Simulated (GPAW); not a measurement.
# GaN (P6_3mc) in GPAW: further runs

The runs below take GaN through hybrid scf, with r2SCAN-EpsX, r2SCAN0.

All numbers are computed with GPAW 26.7.0; they aren't measurements. Logs are shortened: lines on timing, memory, paths and dates and some standing lists are left out, and cuts for length are marked. The log counts tension as positive stress, the text compression.

## 1. The crystal as given

It takes space group P6_3mc (No. 186, hexagonal). Conventional cell: a = 3.180 Å, b = 3.180 Å, c = 5.166 Å, α = 90.00°, β = 90.00°, γ = 120.00°. Ga (site symmetry 3m) has 4 N at 1.94 to 1.95 Å as nearest neighbours. Around N (site symmetry 3m) lie 4 Ga at 1.94 to 1.95 Å.

## 2. Hybrid scf, r2SCAN-EpsX

The input, run.py:

```python
import numpy as np
from ase.dft.bandgap import bandgap
from ase.io import read, write
from gpaw import GPAW, PW
from gpaw.xc import parametrizedxc

class ScaledMGGA(parametrizedxc.ParametrizedKernel):
    """Weighted sum of Libxc meta-GGA parts, named like '0.75_MGGA_X_..+1.0_MGGA_C_..'."""
    def __init__(self, name):
        super().__init__(name)
        self.type = 'MGGA'

    def calculate(self, e_g, n_sg, dedn_sg, sigma_xg, dedsigma_xg, tau_sg, dedtau_sg):
        e_g[:] = dedsigma_xg[:] = dedtau_sg[:] = 0.0
        for kernel, c in zip(self.kernels, self.coefs):
            e, v, s, t = [np.zeros_like(x) for x in [e_g, dedn_sg, dedsigma_xg, dedtau_sg]]
            kernel.calculate(e, n_sg, v, sigma_xg, s, tau_sg, t)
            e_g += c * e
            dedn_sg += c * v
            dedsigma_xg += c * s
            dedtau_sg += c * t

parametrizedxc.ParametrizedKernel = ScaledMGGA

atoms = read('POSCAR')

calc = GPAW(mode=PW(550),
            xc={'name': '0.816_MGGA_X_R2SCAN+1.0_MGGA_C_R2SCAN', 'fraction': 0.184, 'omega': 0.0, 'backend': 'pw'},
            kpts={'size': (4, 4, 2), 'gamma': True},
            occupations={'name': 'fermi-dirac', 'width': 0.001},
            nbands=18,
            convergence={'density': 0.0001},
            maxiter=40,
            txt='gpaw.txt')
atoms.calc = calc
energy = atoms.get_potential_energy()
calc.write('gs.gpw')
write('result.traj', atoms)
print(f'Energy: {energy:.6f} eV')
print('Fermi level:', round(calc.get_fermi_level(), 4), 'eV')
print(f'Gap: {bandgap(calc)[0]:.4f} eV, direct: {bandgap(calc, direct=True)[0]:.4f} eV')
```

The input, POSCAR:

```
GaN
1.0
    3.1800000000      0.0000000000      0.0000000000
   -1.5900000000      2.7539607840      0.0000000000
    0.0000000000      0.0000000000      5.1660000000
Ga N
2 2
Direct
    0.6666666667      0.3333333333      0.5000000000
    0.3333333333      0.6666666667      0.0000000000
    0.6666666667      0.3333333333      0.8750000000
    0.3333333333      0.6666666667      0.3750000000
```

Potentials or basis: GPAW PAW data sets (gpaw-data 1.2.1), pw.

On the command line:

```
$ OMP_NUM_THREADS=1 python run.py
```

gpaw.txt:

```text
__  _  _
 | _ |_)|_||  |
 |__||  | ||/\| - 26.7.0

Input parameters:
  mode=PW(ecut=550.0),
  convergence={'density': 0.0001},
  kpts=MonkhorstPack(size=(4, 4, 2), gamma=True),
  maxiter=40,
  nbands=18,
  occupations=Occupations(name='fermi-dirac', width=0.001),
  xc=XC(name='0.816_MGGA_X_R2SCAN+1.0_MGGA_C_R2SCAN', fraction=0.184, omega=0.0, backend='pw')

Diagonalizing LCAO Hamiltonian
Converting LCAO to pw mode

           N

           Ga
        N

        Ga

Atoms  # Å, Bohr magnetons
|   | symbol |         x |        y |        z |    initial magnetic moments |
|---|--------|-----------|----------|----------|-----------------------------|
| 0 |     Ga |  1.590000 | 0.917987 | 2.583000 | ( 0.0000,  0.0000,  0.0000) |
| 1 |     Ga | -0.000000 | 1.835974 | 0.000000 | ( 0.0000,  0.0000,  0.0000) |
| 2 |      N |  1.590000 | 0.917987 | 4.520250 | ( 0.0000,  0.0000,  0.0000) |
| 3 |      N | -0.000000 | 1.835974 | 1.937250 | ( 0.0000,  0.0000,  0.0000) |

Unit cell  # Å
| periodic |         x |        y |        z |  lengths |     angles |
|----------|-----------|----------|----------|----------|------------|
|      yes |  3.180000 | 0.000000 | 0.000000 | 3.180000 |  90.000000 |
|      yes | -1.590000 | 2.753961 | 0.000000 | 3.180000 |  90.000000 |
|      yes |  0.000000 | 0.000000 | 5.166000 | 5.166000 | 120.000000 |

Number of symmetries: 6
Symmetry operations  # r_c * U_cc + t_c -> r_c
|   | kind |            matrix            |
|---|------|------------------------------|
| 0 |  σ   |  1, 1, 0,  0,-1, 0,  0, 0, 1 |
| 1 |  E   |  1, 0, 0,  0, 1, 0,  0, 0, 1 |
| 2 |  C3  |  0, 1, 0, -1,-1, 0,  0, 0, 1 |
| 3 |  σ   |  0,-1, 0, -1, 0, 0,  0, 0, 1 |
| 4 |  σ   | -1, 0, 0,  1, 1, 0,  0, 0, 1 |
| 5 |  C3  | -1,-1, 0,  1, 0, 0,  0, 0, 1 |

BZ-sampling:
  Number of BZ points: 32
  Number of IBZ points: 8

  Monkhorst-Pack size: [4, 4, 2]
  Monkhorst-Pack shift: [0.125, 0.125, 0.25]

K-points  # in reciprocal-cell coordinates
|   |                                coordinates |     weight |
|---|--------------------------------------------|------------|
| 0 | (  0.00000000,   0.00000000,   0.00000000) | 0.03125000 |
| 1 | (  0.00000000,   0.00000000,   0.50000000) | 0.03125000 |
| 2 | (  0.25000000,   0.00000000,   0.00000000) | 0.18750000 |
| 3 | (  0.25000000,   0.00000000,   0.50000000) | 0.18750000 |
| 4 | (  0.50000000,   0.25000000,   0.00000000) | 0.18750000 |
| 5 | (  0.50000000,   0.25000000,   0.50000000) | 0.18750000 |
| 6 | (  0.50000000,   0.50000000,   0.00000000) | 0.09375000 |
| 7 | (  0.50000000,   0.50000000,   0.50000000) | 0.09375000 |

Plane wave coefficients: 1344
Cutoff: 550.0 eV

Spin-components: 1 (collinear spins)
Bands:           18
Projectors:      20
Spin-degeneracy: 2
Datatype:        complex128

Density:
  Valence electrons: 16.0
  Components: 1
  Grid points: [18 18 28]
  Charge: 0.0  # |e|

Potential:
  Grid points: [18 18 28]

species:
  Ga:
    name:    Gallium
    Z:       31.0
    valence: 3
    core:    28
    charge:  0.0  # [|e|]
    compensation charges:
      type: gauss
      rc: 0.37  # [Å]
      lmax: 2
    cutoffs:
      filter: 2.06  # [Å]
      core: 4.17  # [Å]
    projectors
    | kind |    occ | energy [eV] | rcut [Å] |
    |------|--------|-------------|----------|
    |   4s |  2.000 |      -8.945 |    1.164 |
    |   4p |  1.000 |      -2.580 |    1.164 |
    |    s |        |      18.266 |    1.164 |
    |    p |        |      24.631 |    1.164 |
    |    d |        |       0.000 |    1.164 |

    Using partial waves for Ga as LCAO basis

  N:
    name:    Nitrogen
    Z:       7.0
    valence: 5
    core:    2
    charge:  0.0  # [|e|]
    compensation charges:
      type: gauss
      rc: 0.18  # [Å]
      lmax: 2
    cutoffs:
      filter: 1.11  # [Å]
      core: 0.96  # [Å]
    projectors
    | kind |    occ | energy [eV] | rcut [Å] |
    |------|--------|-------------|----------|
    |   2s |  2.000 |     -18.583 |    0.603 |
    |   2p |  3.000 |      -7.089 |    0.529 |
    |    s |        |       8.629 |    0.603 |
    |    p |        |      20.123 |    0.529 |
    |    d |        |       0.000 |    0.577 |

    Using partial waves for N as LCAO basis

Reference energy: -108732.786066  # eV

eigensolver:
  PPCG
  Converge bands: occupied
  niter=2

density mixing:
  MSR1-Mixer
  Pratt-step length: 0.05
  Maximum mixing coefficient: 0.75
  Old densities: 10
  SVD Regularization: 0.005
  Good broyden scale: 1.0
  Trust region scale: 1.0
  Backstep threshold: 4.0
  History deletion threshold: 6.0
  Fourier metric: weight=20.0, sigma=0.015

occupation numbers:
  Fermi-Dirac:
    width: 0.0010  # eV

poisson solver:
  ecut: 4400.0  # eV

xc functional:
  name: 0.816_MGGA_X_R2SCAN+1.0_MGGA_C_R2SCAN with 2 nearest neighbor stencil

convergence criteria:
- Maximum integral of absolute [dens]ity change: 0.0001 electrons / valence electron
- Maximum [total energy] change in last 3 cyles: 0.0005 eV / valence electron
- Maximum integral of absolute [eigenst]ate change: 4e-08 eV^2 / valence electron
maximum number of iterations: 40

IBZ(<points: 8, symmetries: 6>)
Occupied bands: 8
SCF iterations
|iter     | |      energy | eigst |  dens |
|---------|-|-------------|-------|-------|
|iter:   1| | -840.714634 | -0.36 |       |
|iter:   2| |  -40.138017 | -0.51 | -0.48 |
|iter:   3| |  -38.652476 | -0.88 | -0.58 |
|iter:   4| |  -38.323538 | -0.82 | -0.82 |
|iter:   5| |  -38.535359 | -1.80 | -1.35 |
|iter:   6| |  -38.454198 | -1.73 | -1.45 |
|iter:   7| |  -38.460437 | -4.20 | -1.94 |
|iter:   8| |  -38.461801c| -3.00 | -2.29 |
|iter:   9| |  -38.459294c| -4.03 | -2.20 |
|iter:  10| |  -38.458807c| -3.88 | -2.53 |
|iter:  11| |  -38.458915c| -5.68 | -3.76 |
|iter:  12| |  -38.458910c| -5.92 | -3.55 |
|iter:  13| |  -38.458910c| -8.36c| -4.24c|

Converged in 13 steps
Energy contributions relative to reference atoms: (reference = -108732.786066)

Energy contributions:
  Kinetic:          55.330050
  Coulomb:         -45.652195
  Zero:             -0.077552
  External:          0.000000
  Xc:              762.727372
  Entropy:          -0.000000
  Spinorbit:         0.000000
  Hybrid_Xc_Cc:      -774.267404
  Hybrid_Xc_Vc:        -6.250325
  Hybrid_Xc_Vv:       -30.268856
  ----------------------------
  Free energy:     -38.458910
  Extrapolated:    -38.458910

dipole moment: (-0.000023, -0.000040, -11.537825)  # |e|*Ang

Fermi level: 5.895
Eigenvalues  # (at kpt = [0.000, 0.000, 0.000])
| band index |      eig [eV] | occ [0-2] |
|------------|---------------|-----------|
|          0 |       -12.303 |     2.000 |
|          1 |        -9.847 |     2.000 |
|          2 |        -2.146 |     2.000 |
|          3 |         4.334 |     2.000 |
|          4 |         4.334 |     2.000 |
|          5 |         5.424 |     2.000 |
[... 8 lines left out ...]
|         14 |        19.607 |     0.000 |
|         15 |        19.607 |     0.000 |
|        ... |               |           |
|         17 |        22.674 |     0.000 |

Gap: 3.830 eV
Transition (v -> c):
  (s=0, k=0, n=7, [0.00, 0.00, 0.00]) -> (s=0, k=0, n=8, [0.00, 0.00, 0.00])
No difference between direct/indirect transitions
# Writing to gs.gpw (mode='')
```

Wall time 22 min (1 thread of Arm Neoverse V1, shared host); peak memory 0.27 GiB.

Results:

```yaml
Free_energy: -38.4589 eV
Band_gap_on_the_k_mesh: 3.83 eV, direct
```

Levels at points of the mesh, in eV from the valence-band top:
| k point | band 6 | band 7 | band 8 | band 9 | band 10 | band 11 |
| --- | --- | --- | --- | --- | --- | --- |
| (0.00, 0.00, 0.00) | -0.06 | 0.00 | 0.00 | 3.83 | 6.35 | 11.79 |
| (0.00, 0.00, 0.50) | -0.60 | -0.60 | -0.60 | 6.34 | 6.34 | 10.86 |
| (0.50, 0.50, 0.00) | -2.99 | -2.41 | -1.06 | 6.95 | 7.62 | 8.11 |
| (0.50, 0.50, 0.50) | -2.11 | -2.08 | -2.08 | 6.29 | 6.29 | 10.02 |

Caveat: the k mesh is coarse (spacing up to 0.61 Å⁻¹), so the values aren't converged, least of all with exact exchange; exact exchange converges slowly with the k mesh, and this mesh is small; the scaled meta-GGA exchange is a class typed in the script.

## 3. Hybrid scf, r2SCAN0

run.py, as its differences from that of step 2:

```diff
@@ -30,3 +30,3 @@
 calc = GPAW(mode=PW(550),
-            xc={'name': '0.816_MGGA_X_R2SCAN+1.0_MGGA_C_R2SCAN', 'fraction': 0.184, 'omega': 0.0, 'backend': 'pw'},
+            xc={'name': '0.750_MGGA_X_R2SCAN+1.0_MGGA_C_R2SCAN', 'fraction': 0.25, 'omega': 0.0, 'backend': 'pw'},
             kpts={'size': (4, 4, 2), 'gamma': True},
```

POSCAR is that of step 2.

Potentials or basis: GPAW PAW data sets (gpaw-data 1.2.1), pw.

On the command line:

```
$ OMP_NUM_THREADS=1 python run.py
```

gpaw.txt:

```text
__  _  _
 | _ |_)|_||  |
 |__||  | ||/\| - 26.7.0

Input parameters:
  mode=PW(ecut=550.0),
  convergence={'density': 0.0001},
  kpts=MonkhorstPack(size=(4, 4, 2), gamma=True),
  maxiter=40,
  nbands=18,
  occupations=Occupations(name='fermi-dirac', width=0.001),
  xc=XC(name='0.750_MGGA_X_R2SCAN+1.0_MGGA_C_R2SCAN', fraction=0.25, omega=0.0, backend='pw')

Diagonalizing LCAO Hamiltonian
Converting LCAO to pw mode

           N

           Ga
        N

        Ga

Atoms  # Å, Bohr magnetons
|   | symbol |         x |        y |        z |    initial magnetic moments |
|---|--------|-----------|----------|----------|-----------------------------|
| 0 |     Ga |  1.590000 | 0.917987 | 2.583000 | ( 0.0000,  0.0000,  0.0000) |
| 1 |     Ga | -0.000000 | 1.835974 | 0.000000 | ( 0.0000,  0.0000,  0.0000) |
[... 152 lines left out ...]
|iter:   6| |  -37.717697 | -1.49 | -1.39 |
|iter:   7| |  -37.721282 | -3.93 | -1.70 |
|iter:   8| |  -37.727105 | -2.48 | -2.09 |
|iter:   9| |  -37.720371c| -3.91 | -1.96 |
|iter:  10| |  -37.717046 | -3.19 | -2.17 |
|iter:  11| |  -37.717779c| -4.60 | -3.31 |
|iter:  12| |  -37.717734c| -5.05 | -3.06 |
|iter:  13| |  -37.717740c| -6.74 | -3.98 |
|iter:  14| |  -37.717738c| -6.57 | -3.82 |
|iter:  15| |  -37.717738c| -7.78c| -5.67c|

Converged in 15 steps
Energy contributions relative to reference atoms: (reference = -108732.786066)

Energy contributions:
  Kinetic:          53.194631
  Coulomb:         -43.526406
  Zero:             -0.096720
  External:          0.000000
  Xc:             1054.350501
  Entropy:          -0.000000
  Spinorbit:         0.000000
  Hybrid_Xc_Cc:     -1051.993756
  Hybrid_Xc_Vc:        -8.495117
  Hybrid_Xc_Vv:       -41.150871
  ----------------------------
  Free energy:     -37.717738
  Extrapolated:    -37.717738

dipole moment: (-0.000023, -0.000040, -11.526373)  # |e|*Ang

Fermi level: 5.704
Eigenvalues  # (at kpt = [0.000, 0.000, 0.000])
| band index |      eig [eV] | occ [0-2] |
|------------|---------------|-----------|
|          0 |       -12.930 |     2.000 |
|          1 |       -10.437 |     2.000 |
|          2 |        -2.580 |     2.000 |
|          3 |         4.012 |     2.000 |
|          4 |         4.012 |     2.000 |
|          5 |         5.127 |     2.000 |
[... 8 lines left out ...]
|         14 |        19.874 |     0.000 |
|         15 |        19.874 |     0.000 |
|        ... |               |           |
|         17 |        22.875 |     0.000 |

Gap: 4.328 eV
Transition (v -> c):
  (s=0, k=0, n=7, [0.00, 0.00, 0.00]) -> (s=0, k=0, n=8, [0.00, 0.00, 0.00])
No difference between direct/indirect transitions
# Writing to gs.gpw (mode='')
```

stdout:

```text
Energy: -37.717738 eV
Fermi level: 5.7036 eV
Gap: 4.3282 eV, direct: 4.3282 eV
```

It took 26 min on 1 thread of Arm Neoverse V1, shared host; peak memory 0.27 GiB.

What came out:

```
Free energy            : -37.7177 eV
Band gap on the k mesh : 4.33 eV, direct
```

Levels at points of the mesh, in eV from the valence-band top:
```tsv
k point	band 4	band 5	band 6	band 7	band 8	band 9	band 10	band 11	band 12	band 13
(0.00, 0.00, 0.00)	-1.17	-1.17	-0.06	0.00	0.00	4.33	6.87	12.38	12.64	12.64
(0.00, 0.00, 0.50)	-4.33	-0.61	-0.61	-0.61	-0.61	6.87	6.87	11.41	11.41	13.17
(0.50, 0.50, 0.00)	-5.78	-4.65	-3.04	-2.45	-1.08	7.44	8.12	8.63	11.88	13.00
(0.50, 0.50, 0.50)	-7.28	-2.15	-2.15	-2.11	-2.11	6.77	6.77	10.55	10.55	13.14
```

Caveat: the k mesh is coarse (spacing up to 0.61 Å⁻¹), so the values aren't converged, least of all with exact exchange; exact exchange converges slowly with the k mesh, and this mesh is small; the scaled meta-GGA exchange is a class typed in the script.
